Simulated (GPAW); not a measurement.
# FeO (P1) in GPAW: single point with PBEsol

Aim: the single point of FeO with PBEsol.

All numbers are computed with GPAW 26.7.0; they aren't measurements. Logs are shortened: lines on timing, memory, paths and dates and some standing lists are left out, and cuts for length are marked. The log counts tension as positive stress, the text compression.

## Step 1: The cell of the first run

The typed cell holds 2 atoms: a = 3.078 Å, b = 3.078 Å, c = 3.078 Å, α = 117.27°, β = 117.27°, γ = 94.80°.

The cell comes from a database or a generator and needn't be the stable form of this composition.

## Step 2: Single point, PBEsol, collinear spin, ferromagnetic start (atoms moved at random, drawn with an rms of 0.05 Å)

The input, run.py:

```python
from ase import Atoms
from ase.dft.bandgap import bandgap
from ase.io import write
from ase.units import GPa
from ase.parallel import parprint
from gpaw import GPAW, PW, setup_paths

setup_paths.insert(0, '.')

atoms = Atoms(['Fe', 'O'],
              cell=[[-1.602103413, 1.602103413, 2.08339225],
                    [1.602103413, -1.602103413, 2.08339225],
                    [1.602103413, 1.602103413, -2.08339225]],
              scaled_positions=[[0.000111, 0.003767, -0.003933],
                                [0.503927, 0.50376, 0.014744]],
              pbc=True)
atoms.set_initial_magnetic_moments([3.0, 0.0])

calc = GPAW(mode=PW(800),
            xc='PBEsol',
            kpts={'size': (12, 12, 12), 'gamma': True},
            occupations={'name': 'fermi-dirac', 'width': 0.05},
            nbands=17,
            convergence={'density': 1e-05, 'energy': 1e-05},
            maxiter=150,
            txt='gpaw.txt')
atoms.calc = calc
energy = atoms.get_potential_energy()
forces = atoms.get_forces()
stress = atoms.get_stress()
calc.write('gs.gpw')
write('result.traj', atoms)
parprint(f'Energy: {energy:.6f} eV')
parprint('Forces (eV/A):')
parprint(forces.round(4))
parprint('Stress (GPa):', (stress / GPa).round(3))
parprint('Moments:', calc.get_magnetic_moments().round(3))
parprint('Fermi level:', round(calc.get_fermi_level(), 4), 'eV')
parprint(f'Gap: {bandgap(calc)[0]:.4f} eV, direct: {bandgap(calc, direct=True)[0]:.4f} eV')
```

Potentials or basis: PAW data sets generated in the run's folder for this functional, pw.

The run is started by

```console
> gpaw-setup -f PBEsol Fe O
> OMP_NUM_THREADS=1 mpirun -n 4 gpaw python run.py
```

gpaw.txt:

```text
__  _  _
 | _ |_)|_||  |
 |__||  | ||/\| - 26.7.0

Input parameters:
  mode=PW(ecut=800.0),
  convergence={'density': 1e-05, 'energy': 1e-05},
  kpts=MonkhorstPack(size=(12, 12, 12), gamma=True),
  maxiter=150,
  nbands=17,
  occupations=Occupations(name='fermi-dirac', width=0.05),
  xc=XC(name='PBEsol')

Diagonalizing LCAO Hamiltonian
Converting LCAO to pw mode

       O

       Fe

Atoms  # Å, Bohr magnetons
|   | symbol |         x |         y |        z |    initial magnetic moments |
|---|--------|-----------|-----------|----------|-----------------------------|
| 0 |     Fe | -0.000444 | -0.012158 | 0.016273 | ( 0.0000,  0.0000,  3.0000) |
| 1 |      O |  0.023354 |  0.023889 | 2.068690 | ( 0.0000,  0.0000,  0.0000) |

Unit cell  # Å
| periodic |         x |         y |         z |  lengths |     angles |
|----------|-----------|-----------|-----------|----------|------------|
|      yes | -1.602103 |  1.602103 |  2.083392 | 3.077985 | 117.267883 |
|      yes |  1.602103 | -1.602103 |  2.083392 | 3.077985 | 117.267883 |
|      yes |  1.602103 |  1.602103 | -2.083392 | 3.077985 |  94.801117 |

Number of symmetries: 1
Symmetry operations  # r_c * U_cc + t_c -> r_c
|   | kind |            matrix            |
|---|------|------------------------------|
| 0 |  E   |  1, 0, 0,  0, 1, 0,  0, 0, 1 |

BZ-sampling:
  Number of BZ points: 1728
  Number of IBZ points: 868

  Monkhorst-Pack size: [12, 12, 12]
  Monkhorst-Pack shift: [0.041666666666666664, 0.041666666666666664, 0.041666666666666664]

K-points  # in reciprocal-cell coordinates
|     |                                coordinates |     weight |
|-----|--------------------------------------------|------------|
|   0 | ( -0.00000000,  -0.00000000,  -0.00000000) | 0.00057870 |
|   1 | ( -0.00000000,  -0.00000000,   0.08333333) | 0.00115741 |
|   2 | ( -0.00000000,  -0.00000000,   0.16666667) | 0.00115741 |
|   3 | ( -0.00000000,  -0.00000000,   0.25000000) | 0.00115741 |
|   4 | ( -0.00000000,  -0.00000000,   0.33333333) | 0.00115741 |
|   5 | ( -0.00000000,  -0.00000000,   0.41666667) | 0.00115741 |
|   6 | ( -0.00000000,  -0.00000000,   0.50000000) | 0.00057870 |
|   7 | ( -0.00000000,   0.08333333,  -0.41666667) | 0.00115741 |
|   8 | ( -0.00000000,   0.08333333,  -0.33333333) | 0.00115741 |
|   9 | ( -0.00000000,   0.08333333,  -0.25000000) | 0.00115741 |
| ... |                                            |            |
| 867 | (  0.50000000,   0.50000000,   0.50000000) | 0.00057870 |

Plane wave coefficients: 1121
Cutoff: 800.0 eV

Spin-components: 2 (collinear spins)
Bands:           17
Projectors:      11
Spin-degeneracy: 1
Datatype:        complex128

Parallelization:
  kpt:    4
  domain: 1
  band:   1

Density:
  Valence electrons: 14.0
  Components: 2
  Grid points: [21 21 21]
  Charge: 0.0  # |e|

Potential:
  Grid points: [21 21 21]

species:
  Fe:
    name:    Iron
    Z:       26.0
    valence: 8
    core:    18
    charge:  0.0  # [|e|]
    compensation charges:
      type: gauss
      rc: 0.33  # [Å]
      lmax: 2
    cutoffs:
      filter: 2.06  # [Å]
      core: 2.67  # [Å]
    projectors
    | kind |    occ | energy [eV] | rcut [Å] |
    |------|--------|-------------|----------|
    |   4s |  2.000 |      -5.310 |    1.164 |
    |   4p |  0.000 |      -1.300 |    1.058 |
    |   3d |  6.000 |      -7.529 |    1.058 |
    |    s |        |      21.902 |    1.164 |
    |    p |        |      25.911 |    1.058 |
    |    d |        |      19.682 |    1.058 |

    Using partial waves for Fe as LCAO basis

  O:
    name:    Oxygen
    Z:       8.0
    valence: 6
    core:    2
    charge:  0.0  # [|e|]
    compensation charges:
      type: gauss
      rc: 0.21  # [Å]
      lmax: 2
    cutoffs:
      filter: 1.17  # [Å]
      core: 0.83  # [Å]
    projectors
    | kind |    occ | energy [eV] | rcut [Å] |
    |------|--------|-------------|----------|
    |   2s |  2.000 |     -23.808 |    0.688 |
    |   2p |  4.000 |      -8.972 |    0.598 |
    |    s |        |       3.404 |    0.688 |
    |    p |        |      18.239 |    0.598 |
    |    d |        |       0.000 |    0.619 |

    Using partial waves for O as LCAO basis

Reference energy: -36621.116537  # eV

eigensolver:
  PPCG
  Converge bands: occupied
  niter=2

density mixing:
  MSR1-Mixer
  Pratt-step length: 0.05
  Maximum mixing coefficient: 0.75
  Old densities: 10
  SVD Regularization: 0.005
  Good broyden scale: 1.0
  Trust region scale: 1.0
  Backstep threshold: 4.0
  History deletion threshold: 6.0
  Fourier metric: weight=20.0, sigma=0.015

occupation numbers:
  Fermi-Dirac:
    width: 0.0500  # eV

poisson solver:
  ecut: 6400.0  # eV

xc functional:
  name: PBEsol with 2 nearest neighbor stencil

convergence criteria:
- Maximum integral of absolute [dens]ity change: 1e-05 electrons / valence electron
- Maximum [total energy] change in last 3 cyles: 1e-05 eV / valence electron
- Maximum integral of absolute [eigenst]ate change: 4e-08 eV^2 / valence electron
maximum number of iterations: 150

SCF iterations
|iter     | |      energy | eigst |  dens |  magmom |
|---------|-|-------------|-------|-------|---------|
|iter:   1| |  -17.134765 | -0.11 |       |  +3.0023|
|iter:   2| |  -16.925921 | -2.04 | -0.74 |  +3.0522|
|iter:   3| |  -16.639853 | -1.84 | -0.78 |  +3.5784|
|iter:   4| |  -16.683724 | -2.68 | -1.26 |  +3.8525|
|iter:   5| |  -16.695785 | -3.56 | -1.65 |  +3.9992|
|iter:   6| |  -16.694370 | -4.05 | -2.20 |  +4.0067|
|iter:   7| |  -16.694628 | -4.86 | -2.53 |  +4.0026|
|iter:   8| |  -16.694657 | -5.70 | -3.13 |  +4.0021|
|iter:   9| |  -16.694659c| -6.65 | -3.57 |  +4.0012|
|iter:  10| |  -16.694659c| -7.61c| -4.43 |  +4.0014|
|iter:  11| |  -16.694659c| -8.24c| -4.87 |  +4.0014|
|iter:  12| |  -16.694659c| -8.72c| -5.71c|  +4.0015|

Converged in 12 steps
Energy contributions relative to reference atoms: (reference = -36621.116537)

Energy contributions:
  Kinetic:          20.688040
  Coulomb:         -18.897558
  Zero:              0.251829
  External:          0.000000
  Xc:              -18.730534
  Entropy:          -0.012872
  Spinorbit:         0.000000
  ----------------------------
  Free energy:     -16.701095
  Extrapolated:    -16.694659

dipole moment: (-0.340497, -0.424654, -9.483224)  # |e|*Ang

Total magnetic moment: (0.000000, 0.000000, 4.001456)

Local magnetic moments
|        x |        y |        z |
|----------|----------|----------|
| 0.000000 | 0.000000 | 3.531911 |  # Fe   0
| 0.000000 | 0.000000 | 0.230231 |  # O    1

Fermi level: 8.253
Eigenvalues  # (at kpt = [-0.000, -0.000, -0.000])
| band index |      eig [eV] | occ [0-1] |      eig [eV] | occ [0-1] |
|------------|---------------|-----------|---------------|-----------|
|          0 |       -12.067 |     1.000 |       -11.531 |     1.000 |
|          1 |         4.113 |     1.000 |         4.808 |     1.000 |
|          2 |         4.246 |     1.000 |         5.123 |     1.000 |
|          3 |         4.282 |     1.000 |         5.139 |     1.000 |
|          4 |         4.457 |     1.000 |         7.516 |     1.000 |
|          5 |         4.537 |     1.000 |         7.533 |     1.000 |
[... 9 lines left out ...]
|         15 |        26.456 |     0.000 |        28.042 |     0.000 |
|         16 |        29.336 |     0.000 |        30.503 |     0.000 |

No gap
No difference between direct/indirect transitions

Forces  # eV/Ang
|        x |        y |        z |
|----------|----------|----------|
| -0.00123 | -0.00192 | -0.17623 |  # Fe   0
|  0.00122 |  0.00190 |  0.17623 |  # O    1

Stress tensor  # eV/Ang^3
|         x |         y |         z |
|-----------|-----------|-----------|
|  0.102848 | -0.000783 | -0.000268 |
| -0.000783 |  0.102917 | -0.000407 |
| -0.000268 | -0.000407 |  0.072465 |

# Writing to gs.gpw (mode='')
```

Run time: 6.2 min. Hardware: 4 MPI ranks of Arm Neoverse N1, shared host; peak memory 0.37 GiB.

Results:

- Free energy: -16.7011 eV
- Pressure: -14.9 GPa
- Largest force: 0.176 eV/Å
- Band gap on the k mesh: none (metal or under the smearing width)
- Net moment: 4.00 μB per cell
- Site moments: Fe +3.53; O +0.23 μB

Forces on the atoms (eV/Å):
```
Fe  -0.001 -0.002 -0.176
O    0.001  0.002  0.176
```

Stress tensor (GPa, compression positive):
```
-16.48   0.13   0.04
  0.13 -16.49   0.07
  0.04   0.07 -11.61
```

Levels at points of the mesh, in eV from the Fermi level:
Spin up:
| k point | band 7 | band 8 | band 9 | band 10 | band 11 | band 12 |
| --- | --- | --- | --- | --- | --- | --- |
| (0.00, 0.00, 0.00) | -3.55 | -3.49 | -3.41 | -0.34 | 14.93 | 16.24 |
| (0.00, 0.00, 0.50) | -2.88 | -2.85 | -2.78 | 4.57 | 7.71 | 10.60 |
| (0.00, 0.50, 0.00) | -2.51 | -0.84 | -0.22 | 3.60 | 7.68 | 10.92 |
| (0.00, 0.50, 0.50) | -2.50 | -0.82 | -0.20 | 3.59 | 7.68 | 10.90 |
| (0.50, 0.00, 0.00) | -2.51 | -0.83 | -0.22 | 3.60 | 7.68 | 10.91 |
| (0.50, 0.00, 0.50) | -2.50 | -0.83 | -0.20 | 3.59 | 7.68 | 10.91 |
| (0.50, 0.50, 0.00) | -2.88 | -2.84 | -2.78 | 4.58 | 7.69 | 10.59 |
| (0.50, 0.50, 0.50) | -2.83 | -2.83 | -2.74 | 4.69 | 8.76 | 9.55 |
Spin down:
```
           k point  band 3  band 4  band 5  band 6  band 7  band 8
(0.00, 0.00, 0.00)   -3.13   -3.11   -0.74   -0.72   -0.44   -0.35
(0.00, 0.00, 0.50)   -4.52   -3.96   -1.88    0.53    0.56    0.82
(0.00, 0.50, 0.00)   -5.04   -4.88    0.27    0.53    0.64    2.20
(0.00, 0.50, 0.50)   -5.05   -4.89    0.27    0.53    0.64    2.22
(0.50, 0.00, 0.00)   -5.04   -4.88    0.27    0.53    0.63    2.21
(0.50, 0.00, 0.50)   -5.05   -4.88    0.27    0.53    0.64    2.21
(0.50, 0.50, 0.00)   -4.53   -3.97   -1.86    0.54    0.56    0.81
(0.50, 0.50, 0.50)   -4.49   -4.49   -1.98    0.72    0.74    0.74
```

Caveat: a cell with one magnetic atom can't hold antiferromagnetic order, which such compounds often take; semilocal functionals often make such compounds metallic where correlation or magnetic order opens a gap, which also shifts bond lengths.
